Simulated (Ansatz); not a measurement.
# From the elastic tensor of C at 15 GPa (stress–strain coefficients) to moduli and sound speeds

These are results of DFT PBE, scalar-relativistic, plane waves, PAW (Ansatz), not measurements. Cutoff 420 eV, 12×12×12 k-points (Γ-centred), fixed occupations. No spin polarisation.

It takes space group Fd-3m (No. 227, cubic). The conventional cell has a = 3.533 Å, b = 3.533 Å, c = 3.533 Å, α = 90.00°, β = 90.00°, γ = 90.00°. Around C (site symmetry -43m) lie 4 C at 1.53 Å.

Relaxed-ion constants (GPa, on the Cartesian axes of the calculation):
```
1129.2  167.1  167.1    0.0    0.0    0.0
 167.1 1129.2  167.1    0.0    0.0    0.0
 167.1  167.1 1129.2    0.0    0.0    0.0
   0.0    0.0    0.0  600.0    0.0    0.0
   0.0    0.0    0.0    0.0  600.0    0.0
   0.0    0.0    0.0    0.0    0.0  600.0
```

Density 3.618 g/cm³; 2 atoms in 11.02 Å³.

The values that follow are for a polycrystal of randomly turned grains, by Hill's mean where one number stands.

With S = C⁻¹: B_V = (C11+C22+C33+2(C12+C13+C23))/9, G_V = (C11+C22+C33−C12−C13−C23+3(C44+C55+C66))/15, 1/B_R = S11+S22+S33+2(S12+S13+S23), 15/G_R = 4(S11+S22+S33−S12−S13−S23)+3(S44+S55+S66); Hill is their mean. Then v_l = √((B+4G/3)/ρ), v_t = √(G/ρ), v_m = [(2/v_t³+1/v_l³)/3]^(−1/3) and Θ = (ħ/k_B)·v_m·(6π²n/V)^(1/3) for n atoms in the volume V; E = 9BG/(3B+G), ν = (3B−2G)/(2(3B+G)) and A^U = 5G_V/G_R + B_V/B_R − 6.

```
Bulk modulus, Voigt / Reuss / Hill          : 487.8 / 487.8 / 487.8 GPa
Shear modulus, Voigt / Reuss / Hill         : 552.4 / 546.0 / 549.2 GPa
Young's modulus                             : 1198 GPa
Poisson ratio                               : 0.091
Pugh ratio B/G                              : 0.89
Universal anisotropy index                  : 0.06
Longitudinal and transverse sound speeds    : 18363 and 12321 m/s
Debye temperature from the mean sound speed : 2268 K
```

Cost: 1 run of about 0.09 core-minutes, on Intel Xeon 6975P-C (Granite Rapids) (shared hosts).